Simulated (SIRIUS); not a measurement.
# Ge (Fd-3m) in SIRIUS: reference runs, part 2 of 2

SIRIUS 7.12.0. Earlier steps stand in the parts before.

**4. How close it comes**

Step 3. A measured gap of Ge is 0.666 eV (indirect; 293 K; “Electronic and optical properties of SixGe1-x-ySny alloys lattice-matched to Ge”, 2021, arxiv:2109.02782); the calculated 0.00 eV misses it by -0.67 eV. 3 values of this kind are on record (0.666 to 0.807 eV); this one was drawn at random among those near their median. Spin-orbit coupling on Ge is left out. The value is that of PBEsol on a finite k mesh, which can miss the band edges, without temperature or zero-point motion. Semilocal functionals fall short of measured gaps as a rule.
